The decision is where to spend effort on a computed stiffness of AlNi: on the choice of density functional, or on repeating the calculation in a second program. From LDA to RPBE the bulk modulus falls by about a fifth, while three programs that all use PBE agree to about 2 %. The functional therefore deserves the first thought. Naming only its family is not enough, because PBEsol and RPBE are both GGAs and lie 23.5 GPa apart.

Bulk modulus of AlNi (Pm-3m, 2-atom cell) from Kohn-Sham DFT, taken from static-lattice equations of state at each method's own equilibrium volume. All runs use a 9×9×9 k mesh and Fermi-Dirac smearing of 0.05 eV. The basis column gives the plane-wave cutoff energy or, for FLEUR, Kmax in 1/bohr; "fm" marks a ferromagnetic start.

```csv
method,rung,program,potentials,basis,spin,bulk modulus (GPa)
LDA,LDA,Quantum ESPRESSO,PseudoDojo 0.4.1 SR LDA standard,1333 eV,collinear fm,185.60
PBE,GGA,FLEUR,all electron,4.92 Kmax,collinear-program-default,159.60
PBE,GGA,Ansatz,Ansatz PAW,420 eV,collinear fm,159.80
PBE,GGA,GPAW,GPAW PAW data sets (gpaw data 1.2.1),600 eV,collinear fm,162.40
PBEsol,GGA,Quantum ESPRESSO,PseudoDojo 0.4.1 SR PBEsol standard,1333 eV,collinear fm,173.30
RPBE,GGA,FLEUR,all electron,4.92 Kmax,collinear-program-default,149.80
SCAN,meta-GGA,FLEUR,all electron,4.92 Kmax,collinear-program-default,184.80
```

**Two crystals of different size.** The bulk modulus $B=-V\,dP/dV$ is the pressure needed per unit of relative compression. Each value in the table belongs to the volume at which that functional leaves the crystal free of pressure. For LDA this is 11.32 Å³ per atom, for RPBE 12.39 Å³, or 9.5 % more. Atoms that sit farther apart repel each other less steeply, so the larger crystal is the softer one.

The comparison changes when both functionals are held at one volume, 11.96 Å³ per atom. There LDA gives 146 GPa and RPBE 175 GPa, so the order is reversed. LDA comes out stiff in the table because it makes the crystal small, and it does so in spite of being the softer of the two at equal volume.

**Why the volume and the stiffness are linked.** The standard explanation starts from the electron density. In a GGA the gradient correction to exchange lowers the energy of uneven densities, and compression makes the density between the atoms more even. Part of the energy gain is then lost, which acts as an outward push on the crystal. The push should be weaker in PBEsol than in PBE and stronger in RPBE. This fits the order of the volumes, though the runs do not separate the gradient terms to show it directly.

This push has two opposite effects on the modulus. Suppose that it adds a pressure $\Delta P$ relative to LDA, and that it fades with volume as $V^{-n}$. By the definition of $B$ it then adds $n\,\Delta P$ to the stiffness at fixed volume. The crystal, however, expands until the extra pressure is gone, and this costs $B'\Delta P$, where $B'=dB/dP$ is about 4.4. The net change is

$$\Delta B=(n-B')\,\Delta P .$$

A straight line of modulus against pressure at the common volume, fitted to the LDA row and all GGA rows, gives $n$ of about 2. The expansion wins, and each GPa of outward push lowers the final modulus by about 2.3 GPa. A GGA with a gradient correction between those of PBEsol and PBE should accordingly give a modulus between theirs.

**LDA to RPBE, worked through.** At the common volume the LDA crystal is stretched, with a pressure of −9.0 GPa, and the RPBE crystal is compressed, with 5.8 GPa. The difference in push and its effect are

$$\Delta P=5.8-(-9.0)=14.8\ \text{GPa},\qquad \Delta B\approx-2.33\times14.8\approx-34\ \text{GPa}.$$

The table has a fall of 35.8 GPa. Both rows were part of the fit, so the agreement shows that the description is consistent and is no independent prediction.

A simpler picture gives all functionals the same stiffness curve and lets them differ only in the volume at which it is read. It has the right direction but exaggerates the effect. Starting from the all-electron PBE row, it raises the modulus by 54 GPa on going to LDA, where the calculation finds 26 GPa. For LDA, about half of the volume effect is cancelled by the change in stiffness at fixed volume.

**The SCAN row.** SCAN gives practically the same modulus as LDA, although its crystal is larger. The line, which was fitted without SCAN, puts it at 179 GPa, and the calculation gives 184.8 GPa. SCAN also uses the kinetic-energy density of the electrons, and this may be what stiffens the crystal, but that is a guess. The runs whose final moments are known (LDA, PBEsol and GPAW's PBE) ended nonmagnetic despite the label "fm"; for the Ansatz and FLEUR rows, SCAN included, the same state is an assumption. The outputs also do not show whether SCAN's potential was treated self-consistently.

**The GPAW row.** A second irregularity shows how much weight SCAN's excess can bear. GPAW's PBE crystal is slightly larger than those of the other two PBE runs and yet 2.8 GPa stiffer than the all-electron one, so volume cannot be the reason. It lies 4 GPa above the fitted line, against about 6 GPa for SCAN. The GPAW row was part of the fit and pulled the line towards itself, so its 4 GPa is an underestimate. A line through the PBE and RPBE rows of FLEUR alone still leaves SCAN about 5 GPa too stiff, which speaks against the change of program as the cause of its excess, though a line through two points is weak evidence. For GPAW's own excess, atomic data sets or basis could be responsible, since the cutoffs are usual working values and not converged limits. A difference in k mesh is ruled out, because all seven runs use 9×9×9. With a scatter of this size, the 0.8 GPa between LDA and SCAN does not rank them, whereas the fall from LDA to RPBE is more than ten times the spread among the PBE runs. Quantum ESPRESSO, which gave the LDA and PBEsol rows, is not among those runs. The modulus also falls within a single program, however: by 12.3 GPa from LDA to PBEsol in Quantum ESPRESSO, and by 9.8 GPa from PBE to RPBE in FLEUR.

The printed analysis below lists the volumes, the pressures and the fitted line for every row.

Printed output of the fit:

```
Own minimum and common volume:
     row  own volume A^3/atom  pressure derivative  pressure at common volume GPa  modulus at common volume GPa
     LDA                11.32                4.393                         -9.024                           146
     PBE                 12.1                4.369                          1.936                         168.1
     PBE                 12.1                4.353                          1.953                         168.3
     PBE                12.16                4.415                          2.848                           175
  PBEsol                11.72                4.319                         -3.278                         159.1
    RPBE                12.39                 4.36                          5.809                         175.1
    SCAN                11.57                4.498                         -5.649                         159.4
fit of bc on 6 rows (~has(run_rung, 'meta')): constant 165.2 +/- 0.97, coefficient of pc 2.052 +/- 0.2; rms 1.93, worst PBE -3.95, leave-one-out rms 2.83
  rows outside the fit (model, value, miss): SCAN 153.6, 159.4, -5.81
Modulus at own minimum in GPa:
     row  computed  push model  shared curve  change from FLEUR PBE  change by shared curve
     LDA     185.6       186.3         213.4                     26                   53.83
     PBE     159.6       160.7         159.6                      0                       0
     PBE     159.8       160.7         159.5                    0.2                -0.06338
     PBE     162.4       158.4         156.1                    2.8                  -3.498
  PBEsol     173.3       172.6         183.2                   13.7                   23.59
    RPBE     149.8       151.8         143.7                   -9.8                  -15.89
    SCAN     184.8         179           194                   25.2                   34.42
Largest mismatch of Murnaghan pressure and printed stress, GPa: 0.03137
Spread of PBE among three programs, GPa: 2.8
Fall from LDA to RPBE at own minima, GPa: 35.8
Spread within the GGA rung, GPa: 23.5
Rise from LDA to RPBE at the common volume, GPa: 29.17
Volume of RPBE above LDA, percent: 9.475
Net change of modulus per GPa of outward push (n less mean B'): -2.334
Slope n from PBE to RPBE within FLEUR alone: 1.825
SCAN above the FLEUR PBE-RPBE line at common volume, GPa: 5.173
LDA less SCAN at own minima, GPa: 0.8
```
